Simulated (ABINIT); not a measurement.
The system is Ge.

```
Ge
1.0
     1.48805   -2.59469    0.00000
     1.48805    2.59469    0.00000
     0.00000    0.00000    4.72760
Ge
2
Direct
  0.33345 0.66655 0.25000
  0.66655 0.33345 0.75000
```

This isn't the form of Ge at room conditions, which is diamond.

Base run:

| Quantity | Value |
| --- | --- |
| Program | ABINIT 10.8.3 (patched build) |
| Functional | LDA |
| Potentials or basis | JTH PAW PBE v2.0 |
| Cutoff | 707 eV |
| k mesh | 10 × 10 × 6 |
| Occupations | fermi-dirac, width 0.05 eV |
| Spin | no spin polarisation |

Its results: band gap on the k mesh none (metal or under the smearing width); pressure -1.0 GPa.

Task: The run is repeated on the same cell with these changes: functional from LDA to PBEsol. What comes out?

Result: Band gap on the k mesh none (metal or under the smearing width); pressure 0.8 GPa.

PBEsol binds less tightly than LDA, so the same cell stands under more pressure.

Caveats: the PAW data sets were made with another functional, which shifts forces and pressure a little.
